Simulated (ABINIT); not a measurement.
Crystal: Ti.

```
Ti
1.0
     4.56737    0.00000    0.00000
    -2.28369    3.95546    0.00000
     0.00000    0.00000    2.82624
Ti
3
Direct
  0.66667 0.33333 0.50000
  0.33333 0.66667 0.50000
  0.00000 0.00000 0.00000
```

This isn't the form of Ti at room conditions, which is hcp.

Base run:

| Item | Value |
| --- | --- |
| Program | ABINIT 10.8.3 (patched build) |
| Functional | LDA |
| Potentials or basis | JTH PAW PBE v2.0 |
| Cutoff | 490 eV |
| k mesh | 7 × 7 × 9 |
| Occupations | fermi-dirac, width 0.05 eV |
| Spin | no spin polarisation |

Its results: band gap on the k mesh none (metal or under the smearing width); pressure -7.7 GPa.

Problem. After a change of settings the same cell gave: band gap on the k mesh none (metal or under the smearing width); pressure -3.5 GPa. Which change was it?
A. functional from LDA to PBEsol
B. functional from LDA to BLYP
C. functional from LDA to r2SCAN
D. functional from LDA to SCAN

Solution. A.

PBEsol binds less tightly than LDA, so the same cell stands under more pressure.

Caveats: the PAW data sets were made with another functional, which shifts forces and pressure a little.
